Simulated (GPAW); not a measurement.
WC (Qusongite):

```
W C
1.0
     2.90650    0.00000    0.00000
    -1.45325    2.51710    0.00000
     0.00000    0.00000    2.83660
W C
1 1
Direct
  0.00000 0.00000 0.00000
  0.66667 0.33333 0.50000
```

| Property | Result |
| --- | --- |
| Program | GPAW 26.7.0 |
| Task | relaxation of cell and atoms |
| Functional | LDA |
| Potentials or basis | the program's PAW data sets (release 1.2.1) made for this functional |
| Cutoff | 800 eV |
| Basis | pw |
| k mesh | 10 × 10 × 9 |
| Occupations | fermi-dirac, width 0.05 eV |
| Spin | no spin polarisation |

At the start: pressure -11.6 GPa; volume 10.38 Å³/atom.

**Question.** How do energy, volume and symmetry change on relaxing?

**Answer.** Over 3 steps the energy falls by 10.4 meV/atom and the volume is 10.08 Å³/atom (-2.8 %); space group P-6m2 (No. 187, to 0.05 Å).

The path:
```
step  energy change (eV)  largest force (eV/Å)  pressure (GPa)  volume (Å³)
   1              0.0000                0.0000          -11.56        20.75
   2             -0.0171                0.0000           -5.20        20.42
   3             -0.0207                0.0000            0.15        20.16
```

Final structure:
```
CELL_PARAMETERS angstrom
2.88092 0.00000 0.00000
-1.44046 2.49495 0.00000
0.00000 0.00000 2.80540
ATOMIC_POSITIONS crystal
W 0.00000 0.00000 0.00000
C 0.66667 0.33333 0.50000
```

Caveat: later steps reuse the first step's grids.
